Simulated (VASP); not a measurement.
A convergence study with VASP on AlSb (zinc blende): one setting is varied, all else stays as given below, so the limit is that of these other settings.

```xyz
2
Lattice="0.0000 3.0700 3.0700 3.0700 0.0000 3.0700 3.0700 3.0700 0.0000" Properties=species:S:1:pos:R:3 pbc="T T T"
Al     0.0000     0.0000     0.0000
Sb     1.5350     1.5350     1.5350
```

Calculation: PBE GGA, VASP's PBE PAW potentials (set 64) (plane waves; VASP). The tightest run used: 550 eV cut-off, 12×12×12 Monkhorst-Pack mesh, Gaussian smearing of 0.050 eV, potentials Al Sb.

The reference is 12×12×12 mesh, which took about 3 core-minutes. Costs are core time on shared hosts, one run each; read them as rough ratios.

**Question.** Of the settings 1×1×1 mesh; 2×2×2 mesh; 3×3×3 mesh; 4×4×4 mesh; 5×5×5 mesh; 6×6×6 mesh; 7×7×7 mesh; 8×8×8 mesh; 9×9×9 mesh; 10×10×10 mesh; 11×11×11 mesh; 12×12×12 mesh, which is the lowest that keeps the difference from the reference in the stress, largest component (GPa) within 0.2 from there on, and what does it cost?

**Answer.** 4×4×4 mesh; its cost over the reference is about 1/8.
| setting | difference in the stress, largest component (GPa) | cost over the reference |
|---|---|---|
| 1×1×1 mesh | 26.62 | about 1/10 |
| 2×2×2 mesh | 0.24 | about 1/10 |
| 3×3×3 mesh | 0.96 | about 1/10 |
| 4×4×4 mesh | 0.00 | about 1/8 |
| 5×5×5 mesh | 0.06 | about 1/10 |
| 6×6×6 mesh | 0.00 | about 1/5 |
| 7×7×7 mesh | 0.00 | about 1/7 |
| 8×8×8 mesh | 0.00 | about 1/3 |
| 9×9×9 mesh | 0.00 | about 1/5 |
| 10×10×10 mesh | 0.00 | within a factor of 2 |
| 11×11×11 mesh | 0.00 | about 1/3 |
| 12×12×12 mesh | 0.00 | reference |

Left out are rungs that failed or repeat a setting and relaxations that didn't move; long series are thinned to 24 rows.

The compound is AlSb in the zinc blende structure. The cell was not relaxed at this level.
